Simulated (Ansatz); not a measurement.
**SiO2: response to equal strain of all cell vectors**

The task here is to estimate one member of a computed series from the others.

Method: DFT LDA, scalar-relativistic, plane waves, PAW, in Ansatz 0.2.0.

2 further runs of the same task are left out: 2 set aside as unsound or not needed.

### Starting point

It takes space group P4_32_12 (No. 96, tetragonal). The conventional cell has a = 4.948 Å, b = 4.948 Å, c = 6.878 Å, α = 90.00°, β = 90.00°, γ = 90.00°. Si (site symmetry 2) has 4 O at 1.61 Å in its first shell of neighbours. Around O (site symmetry 1) lie 2 Si at 1.61 Å.

Coordinates:

```
Si O
1.0
     4.94835    0.00000    0.00000
     0.00000    4.94835    0.00000
     0.00000    0.00000    6.87830
Si O
4 8
Direct
  0.19615 0.19615 0.00000
  0.30385 0.69615 0.75000
  0.69615 0.30385 0.25000
  0.80385 0.80385 0.50000
  0.61230 0.73752 0.68284
  0.38770 0.26248 0.18284
  0.73752 0.61230 0.31716
  0.23752 0.88770 0.93284
  0.26248 0.38770 0.81716
  0.11230 0.76248 0.56716
  0.88770 0.23752 0.06716
  0.76248 0.11230 0.43284
```

It goes back to an entry of the Materials Project, which need not be the stable form.

It is the result of an earlier relaxation at this level (volume 14.04 Å³/atom; gap on the mesh: 5.55 eV).

The unstrained cell was computed beforehand with the same settings: E(σ→0) = -6890.7427 eV for 12 atoms, gap 5.55 eV over the zone.

Set-up of the first run:

input.yaml

```yaml
crystal:
  lattice:
    - [4.8741205417, 0.0, 0.0]
    - [0.0, 4.8741205417, 0.0]
    - [0.0, 0.0, 6.7751262757]
  atoms:
    - { symbol: Si, position: [0.1961473708, 0.1961473708, 0.0] }
    - { symbol: Si, position: [0.3038526292, 0.6961473708, 0.75] }
    - { symbol: Si, position: [0.6961473708, 0.3038526292, 0.25] }
    - { symbol: Si, position: [0.8038526292, 0.8038526292, 0.5] }
    - { symbol: O, position: [0.6122954819, 0.7375222713, 0.6828354137] }
    - { symbol: O, position: [0.3877045181, 0.2624777287, 0.1828354137] }
    - { symbol: O, position: [0.7375222713, 0.6122954819, 0.3171645863] }
    - { symbol: O, position: [0.2375222713, 0.8877045181, 0.9328354137] }
    - { symbol: O, position: [0.2624777287, 0.3877045181, 0.8171645863] }
    - { symbol: O, position: [0.1122954819, 0.7624777287, 0.5671645863] }
    - { symbol: O, position: [0.8877045181, 0.2375222713, 0.0671645863] }
    - { symbol: O, position: [0.7624777287, 0.1122954819, 0.4328354137] }
basis:
  ecutwfc: 420
kpoints:
  mp_grid: { grid: [6, 6, 4] }
hamiltonian:
  xc: lda
scf:
  occupations: { method: gaussian, width: 0.02 }
output:
  forces: true
  stress: true
  eigenvalues: true
relax:
  adjacent_minimum: "off"
  f_tol: 0.008
  max_steps: 40
```

The run is started by

```
$ ansatz run input.yaml --threads 2 --pin off --max-ram 5120MiB --backend cpu --events-out ev --progress --plain --runs-dir out
```

Among the steps run: At -1.5 %; Seeking the band edges at -1.5 %; The cell strained by +1.5 %; Seeking the band edges at +1.5 %; At -3.0 %; The gap over the whole zone at -3.0 %; The cell strained by +3.0 %; Seeking the band edges at +3.0 %.

One table of the session follows, with a row left open; its other results are not shown here.

It belongs to the step «Energy, stress and gap against strain». Lengths are those of the vectors of the cell that was run; stresses in GPa:

| strain (%) | ΔE (meV/atom) | a (Å) | b (Å) | c (Å) |
| --- | --- | --- | --- | --- |
| -3.0 | 4.3 | 4.800 | 4.800 | 6.672 |
| -1.5 | ? | ? | ? | ? |
| +0.0 | 0.0 | 4.948 | 4.948 | 6.878 |
| +1.5 | 1.1 | 5.023 | 5.023 | 6.981 |
| +3.0 | 4.0 | 5.097 | 5.097 | 7.085 |

Q: Estimate the row for strain (%) = -1.5 from the others.

Worked estimate for «ΔE (meV/atom)». A straight line through the neighbours (-3.0, 4.3) and (0.0, 0.0) gives 4.3 + (0.0 − 4.3) × (-1.5 + 3.0) / (0.0 + 3.0) = 2.1; a parabola fitted to 3 rows on both sides gives 1.1.

As computed: ΔE (meV/atom): 1.0; a (Å): 4.874; b (Å): 4.874; c (Å): 6.775. In «ΔE (meV/atom)» the line misses by +1.1 and the parabola by +0.1.

ΔE is over the unstrained cell. Stress in GPa, positive in compression, on the Cartesian axes of the input.

Caveats from the session: Warnings in the runs' records: stress scf threshold loose.
